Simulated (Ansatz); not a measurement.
The structure comes from a relaxation in the same program, started in the zincblende type. Whether it is a known phase or the ground state wasn't checked. The listed cell was then made from it by scaling, straining or moving an atom.

An input for GdN: DFT, PBE, PAW with Ansatz's default frozen-core files, scalar-relativistic (Ansatz 0.2.0).

Command: `ansatz run input.yaml --threads 1 --pin off --max-ram 3072MiB --backend cpu --events-out ev --progress --plain --runs-dir out` The run took about 15 s on 1 thread of a shared machine.

```yaml
crystal:
  lattice:
    - [0.0, 2.6505618458, 2.6505618458]
    - [2.6505618458, 0.0, 2.6505618458]
    - [2.6505618458, 2.6505618458, 0.0]
  atoms:
    - { symbol: Gd, position: [0.0, 0.0, 0.0], spin: 7.0 }
    - { symbol: "N", position: [0.25, 0.25, 0.25] }
magnetization:
  spin_polarized: true
kpoints:
  mp_grid: { grid: [12, 12, 12] }
scf:
  occupations: { method: fermi_dirac, width: 0.03 }
hamiltonian:
  xc: pbe
  pseudopotentials: { kind: paw }
output:
  forces: true
  stress: true
  eigenvalues: true
  efg: { contact_densities: true }
```

The results part of the log:

```
SCF 1 converged in 9 iterations: F = -9718.967649 eV  dr2 = 5.41e-9
  greatest PAW one-centre occupation: 0.999 electrons in one spin orbital (limit 2), on the Gd atom at site 0 (counted from 0), in its partial waves of l = 0
SCF converged after 9 iterations
Magnetization: 7.0000 μB (15.0000 up, 8.0000 down)
Absolute magnetization: 7.1232 μB (∫|ρ↑−ρ↓|, with the PAW one-centre terms)
Spin contamination: 0.0127 ħ² per cell (⟨S²⟩ above its minimum at these occupations)
Per-site moments (μB) at R_I (Å): [(6.7854001454384, 0.9468747307653862), (-0.05850171834404842, 0.9468747307653862)]
Free energy (F): -9718.967649 eV
Harris-Foulkes:  -9718.967649 eV  (|F-HF|=9.33e-10)
Internal energy: -9718.967649 eV  (E = F + TS)
E sigma→0 (E₀):  -9718.967649 eV
Fermi energy:    11.670887 eV
--- Per-component energies (eV) ---
  E_band       = 4.140912
  E_kinetic    = 536.699905
  E_local      = -2284.265736  (includes V_loc(G=0)·N_el)
  E_nonlocal   = 332.279783
  E_hartree    = 936.397182
  E_xc         = -295.685195
  E_vxc        = -332.283852  (∫ρ·V_xc dr)
  E_paw        = -6575.114649  (= ΣΔE_a)
  E_vpaw       = -121.079688  (= ΣTr[D̂ρ^β])
  E_aug_tail   = 0.000093  (compensation charges beyond the density's cutoff)
  E_ewald      = -2369.279033
  E_smearing   = -0.000000  (= −TS)
  E_closure    = 0.000000  (closes the sum)
  Σ components = -9718.967649   (vs F -9718.967649, Δ=0.00e0)
--- Forces (eV/Å), atoms counted from 1 ---
  atom   1  Gd     0.00000000    -0.00000000     0.00000000
  atom   2  N     -0.00000000     0.00000000     0.00000000
  max |Σ_I F_I| component: 4.63e-17 eV/Å
--- Stress (GPa, compression-positive) ---
        2.227352       0.000000      -0.000000
        0.000000       2.227352       0.000000
       -0.000000       0.000000       2.227352
  P = ⅓ Tr σ = 2.2274 GPa (22.274 kbar)
--- PAW observables at the nuclei: V_zz in 10²¹ V/m², potentials from the cell's mean, atoms counted from 1 ---
  atom   1  Gd V_zz =    -0.000000   η = 0.0000   by run symmetry: forbidden
            electrostatic potential = -11777.141142 V   contact ρ = 3982680.892540 e/Å³   contact ρ_s (e/Å³): all electrons +9.017377, valence +80.278401
  atom   2  N  V_zz =    +0.000000   η = 0.0000   by run symmetry: forbidden
            electrostatic potential = -520.423659 V   contact ρ = 1416.221617 e/Å³   contact ρ_s (e/Å³): all electrons -0.400564, valence -0.459028
--- Band table (eV; the first three rows and the last of 144) ---
  k-point 0 ↑: bands = ["-32.0430", "-9.2976", "-9.2976", "-9.2976", "-1.1610", "8.1283", "8.1283", "8.1283", "8.3555", "8.5102", "8.5102", "8.5102", "9.3205", "9.3205", "9.3205", "12.8913", "16.0654", "16.0654", "19.5048"]
  k-point 1 ↑: bands = ["-32.0399", "-9.3564", "-9.3040", "-9.3040", "-1.0880", "8.1180", "8.1362", "8.1362", "8.3678", "8.4988", "8.4988", "8.5104", "9.2190", "9.3730", "9.3730", "13.2165", "15.9439", "15.9439", "19.3156"]
  k-point 2 ↑: bands = ["-32.0313", "-9.5116", "-9.3212", "-9.3212", "-0.9006", "8.1135", "8.1569", "8.1569", "8.4006", "8.4763", "8.4763", "8.5111", "9.0418", "9.5009", "9.5009", "13.9886", "15.7304", "15.7304", "18.8991"]
  k-point 71 ↓: bands = ["-28.9299", "-8.0343", "-7.5483", "-7.3806", "0.3254", "9.4040", "9.5408", "10.7893", "13.3801", "13.5551", "13.5758", "13.6116", "13.7405", "13.8311", "14.0444", "14.0636", "15.7229", "18.2752", "19.6808"]
```
